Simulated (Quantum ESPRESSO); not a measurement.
# 2H-WSe2, 1 layer: a series in biaxial strain, part 7 of 8

Wanted: a table for 2H-WSe2, 1 layer against biaxial strain, and what can be fitted to it.

Quantum ESPRESSO 7.5; plane-wave DFT, PBE, GBRV ultrasoft pseudopotentials.

So far. Step 8 (Band structure, -4 %): Along this path the valence top lies at K and the conduction bottom between K and Γ. Step 9 (Relaxation with pw.x, -3 %): The relaxation lowers the energy by 9 meV an atom.

## 12. Relaxation with pw.x, 3 %

Level of this step: plane-wave DFT, PBE, GBRV ultrasoft pseudopotentials (Quantum ESPRESSO 7.5).

Input file m7.relax.in:

```
&control
  prefix = 'm7.relax'
  outdir = './out'
  pseudo_dir = './pseudo'
  nstep = 40
  forc_conv_thr = 0.0003
  calculation = 'relax'
  tstress = .true.
/
&system
  ibrav = 0
  nat = 3
  ntyp = 2
  ecutwfc = 50
  ecutrho = 250
  occupations = 'smearing'
  smearing = 'fd'
  degauss = 0.002
/
&electrons
  conv_thr = 1e-09
  mixing_beta = 0.4
  electron_maxstep = 120
  mixing_mode = 'plain'
/
&ions
/
ATOMIC_SPECIES
  Se  78.9710  se_pbe_v1.uspp.F.UPF
  W   183.8400  w_pbe_v1.2.uspp.F.UPF
CELL_PARAMETERS angstrom
  3.41770408930000 0.00000000000000 0.00000000000000
  -1.70885204465000 2.95981856368000 0.00000000000000
  0.00000000000000 0.00000000000000 18.74034793400000
ATOMIC_POSITIONS crystal
  Se  0.333333333300 0.666666666700 0.410331696300
  W   0.000000000000 0.000000000000 0.500000000000
  Se  0.333333333300 0.666666666700 0.589668303700
K_POINTS automatic
  12 12 1 0 0 0
```

Command:

```
$ OMP_NUM_THREADS=1 mpirun -n 4 pw.x -nk 4 -in m7.relax.in > m7.relax.out
```

The log of the run:

```text
[banner, memory and clock lines left out]
Program PWSCF v.7.5 starts
[...]
Message from routine setup:
[...]
number of electrons       =        26.00
     number of Kohn-Sham states=           17
     kinetic-energy cutoff     =      50.0000  Ry
     charge density cutoff     =     250.0000  Ry
[...]
number of k points=    19  Fermi-Dirac smearing, width (Ry)=  0.0020
[...]
Dense  grid:    85427 G-vectors     FFT dimensions: (  36,  36, 180)
[...]
negative rho (up, down):  6.349E-02 0.000E+00
     Starting wfcs are   21 randomized atomic wfcs
[...]
negative rho (up, down):  6.515E-02 0.000E+00
[...]
estimated scf accuracy    <       0.07160236 Ry
[...]
negative rho (up, down):  6.690E-02 0.000E+00
[...]
estimated scf accuracy    <       0.01142693 Ry
[...]
negative rho (up, down):  6.732E-02 0.000E+00
[...]
estimated scf accuracy    <       0.01144231 Ry
[...]
negative rho (up, down):  6.828E-02 0.000E+00
[...]
estimated scf accuracy    <       0.00102407 Ry
[...]
negative rho (up, down):  6.837E-02 0.000E+00
[...]
estimated scf accuracy    <       0.00003634 Ry
[...]
negative rho (up, down):  6.828E-02 0.000E+00
[...]
estimated scf accuracy    <       0.00000518 Ry
[...]
negative rho (up, down):  6.826E-02 0.000E+00
[...]
estimated scf accuracy    <       0.00000017 Ry
[...]
negative rho (up, down):  6.824E-02 0.000E+00
[...]
estimated scf accuracy    <       0.00000008 Ry
[...]
negative rho (up, down):  6.824E-02 0.000E+00
[...]
estimated scf accuracy    <          4.3E-09 Ry
[...]
negative rho (up, down):  6.824E-02 0.000E+00
[...]
the Fermi energy is     0.5848 ev
!    total energy              =    -246.46320540 Ry
     estimated scf accuracy    <          3.0E-10 Ry
     smearing contrib. (-TS)   =      -0.00000000 Ry
     internal energy E=F+TS    =    -246.46320540 Ry
[...]
one-electron contribution =    -854.31316375 Ry
     hartree contribution      =     427.49512467 Ry
     xc contribution           =    -100.53695704 Ry
     ewald contribution        =     280.89179072 Ry
     convergence has been achieved in  10 iterations
     negative rho (up, down):  6.824E-02 0.000E+00
[...]
Total force =     0.031121     Total SCF correction =     0.000045
[...]
negative rho (up, down):  6.824E-02 0.000E+00
[...]
negative rho (up, down):  6.824E-02 0.000E+00
[...]
negative rho (up, down):  6.824E-02 0.000E+00
[...]
estimated scf accuracy    <       0.00005532 Ry
[...]
negative rho (up, down):  6.823E-02 0.000E+00
[...]
estimated scf accuracy    <       0.00007891 Ry
[...]
negative rho (up, down):  6.823E-02 0.000E+00
[...]
estimated scf accuracy    <       0.00000428 Ry
[...]
negative rho (up, down):  6.823E-02 0.000E+00
[...]
estimated scf accuracy    <       0.00000034 Ry
[...]
negative rho (up, down):  6.823E-02 0.000E+00
[...]
estimated scf accuracy    <       0.00000003 Ry
[...]
negative rho (up, down):  6.823E-02 0.000E+00
[...]
estimated scf accuracy    <          2.9E-09 Ry
[...]
negative rho (up, down):  6.823E-02 0.000E+00
[...]
the Fermi energy is     0.6070 ev
!    total energy              =    -246.46402130 Ry
     estimated scf accuracy    <          1.2E-10 Ry
     smearing contrib. (-TS)   =      -0.00000000 Ry
     internal energy E=F+TS    =    -246.46402130 Ry
[...]
one-electron contribution =    -856.89736353 Ry
     hartree contribution      =     428.78077347 Ry
     xc contribution           =    -100.55479890 Ry
     ewald contribution        =     282.20736766 Ry
     convergence has been achieved in   7 iterations
     negative rho (up, down):  6.823E-02 0.000E+00
[...]
Total force =     0.021253     Total SCF correction =     0.000024
[...]
negative rho (up, down):  6.823E-02 0.000E+00
[...]
negative rho (up, down):  6.822E-02 0.000E+00
[...]
negative rho (up, down):  6.822E-02 0.000E+00
[...]
estimated scf accuracy    <       0.00006486 Ry
[...]
negative rho (up, down):  6.822E-02 0.000E+00
[...]
estimated scf accuracy    <       0.00008648 Ry
[...]
negative rho (up, down):  6.821E-02 0.000E+00
[...]
estimated scf accuracy    <       0.00000506 Ry
[...]
negative rho (up, down):  6.821E-02 0.000E+00
[...]
estimated scf accuracy    <       0.00000042 Ry
[...]
negative rho (up, down):  6.821E-02 0.000E+00
[...]
estimated scf accuracy    <       0.00000004 Ry
[...]
negative rho (up, down):  6.821E-02 0.000E+00
[...]
estimated scf accuracy    <          5.4E-09 Ry
[...]
negative rho (up, down):  6.821E-02 0.000E+00
[...]
estimated scf accuracy    <          1.9E-10 Ry
[...]
negative rho (up, down):  6.821E-02 0.000E+00
[...]
estimated scf accuracy    <          8.2E-11 Ry
[...]
negative rho (up, down):  6.821E-02 0.000E+00
[...]
the Fermi energy is     0.6309 ev
!    total energy              =    -246.46455776 Ry
     estimated scf accuracy    <          2.3E-12 Ry
     smearing contrib. (-TS)   =      -0.00000000 Ry
     internal energy E=F+TS    =    -246.46455776 Ry
[...]
one-electron contribution =    -859.73930663 Ry
     hartree contribution      =     430.19388936 Ry
     xc contribution           =    -100.57465013 Ry
     ewald contribution        =     283.65550964 Ry
     convergence has been achieved in   9 iterations
     negative rho (up, down):  6.821E-02 0.000E+00
[...]
Total force =     0.010022     Total SCF correction =     0.000001
[...]
negative rho (up, down):  6.821E-02 0.000E+00
[...]
negative rho (up, down):  6.821E-02 0.000E+00
[...]
negative rho (up, down):  6.821E-02 0.000E+00
[...]
estimated scf accuracy    <       0.00005043 Ry
[...]
negative rho (up, down):  6.820E-02 0.000E+00
[...]
estimated scf accuracy    <       0.00006189 Ry
[...]
negative rho (up, down):  6.820E-02 0.000E+00
[...]
estimated scf accuracy    <       0.00000423 Ry
[...]
negative rho (up, down):  6.820E-02 0.000E+00
[...]
estimated scf accuracy    <       0.00000033 Ry
[...]
negative rho (up, down):  6.820E-02 0.000E+00
[...]
estimated scf accuracy    <       0.00000003 Ry
[...]
negative rho (up, down):  6.820E-02 0.000E+00
[...]
estimated scf accuracy    <          2.9E-09 Ry
[...]
negative rho (up, down):  6.820E-02 0.000E+00
[...]
estimated scf accuracy    <          1.3E-10 Ry
[...]
negative rho (up, down):  6.820E-02 0.000E+00
[...]
estimated scf accuracy    <          8.3E-11 Ry
[...]
negative rho (up, down):  6.820E-02 0.000E+00
[...]
the Fermi energy is     0.4969 ev
!    total energy              =    -246.46470656 Ry
     estimated scf accuracy    <          1.7E-12 Ry
     smearing contrib. (-TS)   =      -0.00000000 Ry
     internal energy E=F+TS    =    -246.46470656 Ry
[...]
one-electron contribution =    -862.27546385 Ry
     hartree contribution      =     431.45470719 Ry
     xc contribution           =    -100.59259327 Ry
     ewald contribution        =     284.94864337 Ry
     convergence has been achieved in   9 iterations
     negative rho (up, down):  6.820E-02 0.000E+00
[...]
Total force =     0.000335     Total SCF correction =     0.000002
[...]
negative rho (up, down):  6.820E-02 0.000E+00
[...]
negative rho (up, down):  6.820E-02 0.000E+00
[...]
negative rho (up, down):  6.820E-02 0.000E+00
[...]
estimated scf accuracy    <       0.00000005 Ry
[...]
negative rho (up, down):  6.820E-02 0.000E+00
[...]
estimated scf accuracy    <       0.00000007 Ry
[...]
negative rho (up, down):  6.820E-02 0.000E+00
[...]
estimated scf accuracy    <          4.4E-09 Ry
[...]
negative rho (up, down):  6.820E-02 0.000E+00
[...]
estimated scf accuracy    <          3.3E-10 Ry
[...]
negative rho (up, down):  6.820E-02 0.000E+00
[...]
estimated scf accuracy    <          3.2E-11 Ry
[...]
negative rho (up, down):  6.820E-02 0.000E+00
[...]
the Fermi energy is     0.4962 ev
!    total energy              =    -246.46470672 Ry
     estimated scf accuracy    <          2.8E-12 Ry
     smearing contrib. (-TS)   =      -0.00000000 Ry
     internal energy E=F+TS    =    -246.46470672 Ry
[...]
one-electron contribution =    -862.19345944 Ry
     hartree contribution      =     431.41394220 Ry
     xc contribution           =    -100.59200918 Ry
     ewald contribution        =     284.90681970 Ry
     convergence has been achieved in   6 iterations
     negative rho (up, down):  6.820E-02 0.000E+00
[...]
Total force =     0.000006     Total SCF correction =     0.000002
[...]
negative rho (up, down):  6.820E-02 0.000E+00
[...]
```

Wall time 2.4 min (4 MPI ranks of Arm Neoverse N1, shared host); peak memory 0.92 GiB.

Relaxation path:

| step | energy less that of the first step (eV) | largest force (eV/Å) |
| --- | --- | --- |
| 1 | 0.0000 | 0.5658 |
| 2 | -0.0111 | 0.3864 |
| 3 | -0.0184 | 0.1822 |
| 4 | -0.0204 | 0.0061 |
| 5 | -0.0204 | 0.0001 |

The atoms that moved most (Å):

| atom | dx | dy | dz | length |
| --- | --- | --- | --- | --- |
| Se1 | 0.000 | 0.000 | 0.036 | 0.036 |
| Se3 | 0.000 | 0.000 | -0.036 | 0.036 |

The relaxed structure:

```cif
data_structure
_symmetry_space_group_name_H-M 'P 1'
_symmetry_Int_Tables_number 1
_cell_length_a 3.4177
_cell_length_b 3.4177
_cell_length_c 18.7403
_cell_angle_alpha 90.000
_cell_angle_beta 90.000
_cell_angle_gamma 120.000
_cell_volume 189.57
loop_
_atom_site_label
_atom_site_type_symbol
_atom_site_fract_x
_atom_site_fract_y
_atom_site_fract_z
_atom_site_occupancy
Se1 Se 0.33333 0.66667 0.41223 1
W2 W 0.00000 0.00000 0.50000 1
Se3 Se 0.33333 0.66667 0.58777 1
```

The relaxation lowers the energy by 7 meV an atom.

Read from the output:

| Item | Value |
| --- | --- |
| free energy | -3353.3232 eV |
| Fermi energy | 0.4962 eV |

## 13. Ground state, 3 %

Input file m7.scf.in:

```
&control
  prefix = 'm7.scf'
  outdir = './out'
  pseudo_dir = './pseudo'
  calculation = 'scf'
  tprnfor = .true.
/
&system
  ibrav = 0
  nat = 3
  ntyp = 2
  ecutwfc = 40
  ecutrho = 200
  occupations = 'smearing'
  smearing = 'fd'
  degauss = 0.002
  nbnd = 17
/
&electrons
  conv_thr = 1e-09
  mixing_beta = 0.4
  electron_maxstep = 120
  mixing_mode = 'plain'
/
ATOMIC_SPECIES
  Se  78.9710  se_pbe_v1.uspp.F.UPF
  W   183.8400  w_pbe_v1.2.uspp.F.UPF
CELL_PARAMETERS angstrom
  3.41770408930000 0.00000000000000 0.00000000000000
  -1.70885204465000 2.95981856368000 0.00000000000000
  0.00000000000000 0.00000000000000 18.74034793400000
ATOMIC_POSITIONS crystal
  Se  0.333333333300 0.666666666700 0.412226868100
  W   0.000000000000 0.000000000000 0.500000000000
  Se  0.333333333300 0.666666666700 0.587773131900
K_POINTS automatic
  12 12 1 0 0 0
```

Command:

```
$ OMP_NUM_THREADS=1 mpirun -n 4 pw.x -nk 4 -in m7.scf.in > m7.scf.out
```

The log of the run:

```text
[banner, memory and clock lines left out]
Program PWSCF v.7.5 starts
[...]
Message from routine setup:
[...]
number of electrons       =        26.00
     number of Kohn-Sham states=           17
     kinetic-energy cutoff     =      40.0000  Ry
     charge density cutoff     =     200.0000  Ry
[...]
number of k points=    19  Fermi-Dirac smearing, width (Ry)=  0.0020
[...]
Dense  grid:    61245 G-vectors     FFT dimensions: (  30,  30, 160)
[...]
negative rho (up, down):  6.619E-02 0.000E+00
     Starting wfcs are   21 randomized atomic wfcs
[...]
negative rho (up, down):  6.718E-02 0.000E+00
[...]
estimated scf accuracy    <       0.06962727 Ry
[...]
negative rho (up, down):  6.843E-02 0.000E+00
[...]
estimated scf accuracy    <       0.01089945 Ry
[...]
negative rho (up, down):  6.872E-02 0.000E+00
[...]
estimated scf accuracy    <       0.00810272 Ry
[...]
negative rho (up, down):  6.937E-02 0.000E+00
[...]
estimated scf accuracy    <       0.00105842 Ry
[...]
negative rho (up, down):  6.943E-02 0.000E+00
[...]
estimated scf accuracy    <       0.00003478 Ry
[...]
negative rho (up, down):  6.938E-02 0.000E+00
[...]
estimated scf accuracy    <       0.00000569 Ry
[...]
negative rho (up, down):  6.936E-02 0.000E+00
[...]
estimated scf accuracy    <       0.00000027 Ry
[...]
negative rho (up, down):  6.935E-02 0.000E+00
[...]
estimated scf accuracy    <       0.00000007 Ry
[...]
negative rho (up, down):  6.934E-02 0.000E+00
[...]
estimated scf accuracy    <          2.9E-09 Ry
[...]
negative rho (up, down):  6.934E-02 0.000E+00
[...]
the Fermi energy is     0.4959 ev
!    total energy              =    -246.45950600 Ry
     estimated scf accuracy    <          1.3E-10 Ry
     smearing contrib. (-TS)   =      -0.00000000 Ry
     internal energy E=F+TS    =    -246.45950600 Ry
[...]
one-electron contribution =    -862.17592799 Ry
     hartree contribution      =     431.40276647 Ry
     xc contribution           =    -100.59316421 Ry
     ewald contribution        =     284.90681973 Ry
     convergence has been achieved in  10 iterations
     negative rho (up, down):  6.934E-02 0.000E+00
[...]
Total force =     0.000141     Total SCF correction =     0.000026
[...]
```

Wall time 23 s (4 MPI ranks); peak memory 0.69 GiB.

This step gave:

| Property | Result |
| --- | --- |
| free energy | -3353.2524 eV |
| Fermi energy | 0.4959 eV |
| valence top, on the run's zero | -0.09513 eV |
| conduction bottom, on the run's zero | 1.131 eV |
| gap by band count | 1.226 eV |

## 14. Ground state, 3 %

Level of this step: plane-wave DFT, PBE, PseudoDojo fully relativistic norm-conserving pseudopotentials (Quantum ESPRESSO 7.5).

m7.soc.in, as its differences from the input of step 13:

```diff
@@ -1,3 +1,3 @@
 &control
-  prefix = 'm7.scf'
+  prefix = 'm7.soc'
   outdir = './out'
@@ -11,4 +11,4 @@
   ntyp = 2
-  ecutwfc = 40
-  ecutrho = 200
+  ecutwfc = 78
+  ecutrho = 312
   occupations = 'smearing'
@@ -16,6 +16,8 @@
   degauss = 0.002
-  nbnd = 17
+  noncolin = .true.
+  lspinorb = .true.
+  nbnd = 52
 /
 &electrons
-  conv_thr = 1e-09
+  conv_thr = 1e-07
   mixing_beta = 0.4
@@ -25,4 +27,4 @@
 ATOMIC_SPECIES
-  Se  78.9710  se_pbe_v1.uspp.F.UPF
-  W   183.8400  w_pbe_v1.2.uspp.F.UPF
+  Se  78.9710  Se.dojo-fr-pbe-0.4-standard.upf
+  W   183.8400  W.dojo-fr-pbe-0.4-standard.upf
 CELL_PARAMETERS angstrom
@@ -36,2 +38,2 @@
 K_POINTS automatic
-  12 12 1 0 0 0
+  6 6 1 0 0 0
```

Command:

```
$ OMP_NUM_THREADS=1 mpirun -n 4 pw.x -nk 2 -in m7.soc.in > m7.soc.out
```

The log of the run:

```text
[banner, memory and clock lines left out]
Program PWSCF v.7.5 starts
[...]
Message from routine setup:
[...]
number of electrons       =        46.00
     number of Kohn-Sham states=           52
     kinetic-energy cutoff     =      78.0000  Ry
     charge density cutoff     =     312.0000  Ry
[...]
number of k points=     7  Fermi-Dirac smearing, width (Ry)=  0.0020
[...]
Dense  grid:   119083 G-vectors     FFT dimensions: (  40,  40, 200)
[...]
negative rho (up, down):  2.657E-05 0.000E+00
     Starting wfcs are   56 randomized atomic wfcs
[...]
negative rho (up, down):  1.467E-05 0.000E+00
[...]
estimated scf accuracy    <       0.06047344 Ry
[...]
negative rho (up, down):  5.359E-06 0.000E+00
[...]
estimated scf accuracy    <       0.00971194 Ry
[...]
negative rho (up, down):  2.337E-06 0.000E+00
[...]
estimated scf accuracy    <       0.00177856 Ry
[...]
negative rho (up, down):  4.959E-07 0.000E+00
[...]
estimated scf accuracy    <       0.00154376 Ry
[...]
negative rho (up, down):  1.583E-08 0.000E+00
[...]
estimated scf accuracy    <       0.00006572 Ry
[...]
estimated scf accuracy    <       0.00008267 Ry
[...]
estimated scf accuracy    <       0.00000513 Ry
[...]
estimated scf accuracy    <       0.00000047 Ry
[...]
the Fermi energy is     1.3602 ev
!    total energy              =    -636.97001157 Ry
     estimated scf accuracy    <       0.00000005 Ry
     smearing contrib. (-TS)   =      -0.00000000 Ry
     internal energy E=F+TS    =    -636.97001157 Ry
[...]
one-electron contribution =   -2603.78414778 Ry
     hartree contribution      =    1296.04243191 Ry
     xc contribution           =    -130.00141024 Ry
     ewald contribution        =     800.77311454 Ry
     convergence has been achieved in   9 iterations
[...]
Total force =     0.001639     Total SCF correction =     0.000138
[...]
```

It took 1.9 min on 4 MPI ranks; peak memory 0.98 GiB; 7.8 min of CPU time.

This step gave:

```
free energy                          : -8666.4185 eV
Fermi energy                         : 1.360 eV
valence top, on the run's zero       : 0.8934 eV
conduction bottom, on the run's zero : 1.838 eV
gap by band count                    : 0.9442 eV
```

(Part 7 of 8 ends here.)

[Logs are printed without paths, hosts, clocks, repeated set-up lines and the standing remarks that a program may print on its own settings, such as how far it seeks lower states.]

[Hosts, paths, dates, database ids (printed as entryN), source tags and the programs' standing remarks are cut or masked in the printed files.]

[Maps of the electrostatic potential energy from Ansatz leave out the sawtooth potential of an applied field or a dipole correction, so their vacuum need not be flat; planar profiles and work functions include it.]
